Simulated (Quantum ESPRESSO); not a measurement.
**InPd in Quantum ESPRESSO: the effect of functional**

The system is InPd.

```
CELL_PARAMETERS angstrom
3.27188 0.00000 0.00000
0.00000 3.27188 0.00000
0.00000 0.00000 3.27188
ATOMIC_POSITIONS crystal
In 0.00000 0.00000 0.00000
Pd 0.50000 0.50000 0.50000
```

The cell comes from a database or a generator and needn't be the stable form of this composition.

Alike in all runs:

```yaml
Program: Quantum ESPRESSO 7.5
Task: phonons
Cutoff: 762 eV
Density_cutoff: 6095 eV
k_mesh: 8 × 8 × 8
Occupations: cold, width 0.2 eV
Spin: no spin polarisation
```

Each run relaxes the cell or the atoms first.

```tsv
functional	potentials or basis	relaxed volume (Å³/atom)	highest phonon frequency (cm⁻¹)
LDA	GBRV 1.5 LDA	16.54	151
PBE	GBRV 1.5 PBE	17.98	131
PBEsol	GBRV 1.5 PBEsol	17.05	145
revPBE	GBRV 1.5 PBE	?	?
WC	GBRV 1.5 PBE	17.16	143
BLYP	GBRV 1.5 PBE	19.44	101
vdW-DF-cx	GBRV 1.5 PBE	17.15	146
```

**Question.** What does the run with functional revPBE give?

**Answer.** Relaxed volume 18.37 Å³/atom; highest phonon frequency 126 cm⁻¹.

Caveats: the mesh is thin for the phonons of a metal; the potentials were made for another functional, which shifts forces and pressure (some runs).
